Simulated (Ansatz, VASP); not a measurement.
This is a calculation of PbS (Galena) for VASP 6.6.1.

The input POSCAR:

```
PbS
1.0
    0.0000000000      2.9657500000      2.9657500000
    2.9657500000      0.0000000000      2.9657500000
    2.9657500000      2.9657500000      0.0000000000
Pb S
1 1
Direct
    0.0000000000      0.0000000000      0.0000000000
    0.5000000000      0.5000000000      0.5000000000
```

INCAR.step1

```
SYSTEM = PbS
ALGO = Normal
EDIFF = 1E-5
ENCUT = 520
GGA = PE
ISIF = 2
ISMEAR = -1
LASPH = .True.
LCHARG = .False.
LREAL = .False.
LWAVE = .True.
NBANDS = 17
NELM = 80
PREC = Accurate
SIGMA = 0.05
```

Contents of INCAR.step2:

```
SYSTEM = PbS
AEXX = 0.5
ALGO = Normal
EDIFF = 1E-6
ENCUT = 520
HFRCUT = -1
ISIF = 2
ISMEAR = -1
ISTART = 1
LASPH = .True.
LCHARG = .False.
LHFCALC = .True.
LMIXTAU = .True.
LREAL = .False.
LWAVE = .False.
METAGGA = R2SCAN
NBANDS = 17
NELM = 80
PREC = Accurate
PRECFOCK = Fast
SIGMA = 0.05
```

The input KPOINTS:

```
k-points
0
Gamma
  4 4 4
  0 0 0
```

The input KPOINTS_OPT:

```
path GXWKGLUWLK,UX
12
line-mode
reciprocal
 0.0000000000  0.0000000000  0.0000000000  G
 0.5000000000  0.0000000000  0.5000000000  X

 0.5000000000  0.0000000000  0.5000000000  X
 0.5000000000  0.2500000000  0.7500000000  W

 0.5000000000  0.2500000000  0.7500000000  W
 0.3750000000  0.3750000000  0.7500000000  K

 0.3750000000  0.3750000000  0.7500000000  K
 0.0000000000  0.0000000000  0.0000000000  G

 0.0000000000  0.0000000000  0.0000000000  G
 0.5000000000  0.5000000000  0.5000000000  L

 0.5000000000  0.5000000000  0.5000000000  L
 0.6250000000  0.2500000000  0.6250000000  U

 0.6250000000  0.2500000000  0.6250000000  U
 0.5000000000  0.2500000000  0.7500000000  W

 0.5000000000  0.2500000000  0.7500000000  W
 0.5000000000  0.5000000000  0.5000000000  L

 0.5000000000  0.5000000000  0.5000000000  L
 0.3750000000  0.3750000000  0.7500000000  K

 0.6250000000  0.2500000000  0.6250000000  U
 0.5000000000  0.0000000000  0.5000000000  X
```

Potentials or basis: VASP PAW PBE potentials, release 64 (Pb_d, S).

Command:

```bash
$ cat potpaw_PBE.64/Pb_d/POTCAR potpaw_PBE.64/S/POTCAR > POTCAR
$ cp INCAR.step1 INCAR
$ mpirun -np 1 vasp_std > vasp.out
$ cp INCAR.step2 INCAR
$ mpirun -np 1 vasp_std > vasp.out
```

Set up the same calculation for Ansatz 0.2.0. Potentials there: Ansatz PAW.

As run (the cutoff follows the program's own potentials):

The input input.yaml:

```yaml
crystal:
  lattice:
    - [0.0, 2.96575, 2.96575]
    - [2.96575, 0.0, 2.96575]
    - [2.96575, 2.96575, 0.0]
  atoms:
    - { symbol: Pb, position: [0.0, 0.0, 0.0] }
    - { symbol: S, position: [0.5, 0.5, 0.5] }
hamiltonian:
  xc: r2scan50
  pseudopotentials: { kind: paw }
kpoints:
  mp_grid: { grid: [4, 4, 4] }
  band_path:
    path:
      - [[0.0, 0.0, 0.0], [0.5, 0.0, 0.5], [0.5, 0.25, 0.75], [0.375, 0.375, 0.75], [0.0, 0.0, 0.0], [0.5, 0.5, 0.5], [0.625, 0.25, 0.625], [0.5, 0.25, 0.75], [0.5, 0.5, 0.5], [0.375, 0.375, 0.75]]
      - [[0.625, 0.25, 0.625], [0.5, 0.0, 0.5]]
    npoints: 4
scf:
  occupations: { method: fermi_dirac, width: 0.05 }
  n_extra_bands: 6
output:
  forces: true
  stress: true
  eigenvalues: true
  fatbands: false
```

Potentials or basis: Ansatz PAW.

Launch:

```console
$ ansatz run input.yaml --threads 2 --pin off --max-ram 5632MiB --backend cpu --events-out ev --progress --plain --runs-dir out
```

Both were run:

|  | VASP | Ansatz | Ansatz less VASP |
| --- | --- | --- | --- |
| gap on the k mesh at the Fermi level (eV) | 2.62 | 2.64 | +0.018 |
| least direct gap on the mesh (eV) | 2.62 | 2.64 | +0.018 |
| gap along the band path (eV) | 2.62 | 2.64 | +0.018 |
| pressure (GPa) | 0.4 | 0.6 | +0.22 |

The functional is the same, so the differences come from potentials, cutoffs and numerics.

Caveats: the k mesh is coarse (spacing up to 0.46 Å⁻¹), so the values aren't converged, least of all with exact exchange; spin-orbit coupling is left out, which as a rule narrows the gap of such compounds by several tenths of an eV; the PAW data sets were made with another functional, which shifts forces and pressure a little (VASP); the PAW data sets come from PBE, with cores solved anew for the run's functional, which leaves a small shift of forces and pressure (Ansatz); the thresholds are loose for stress (Ansatz).
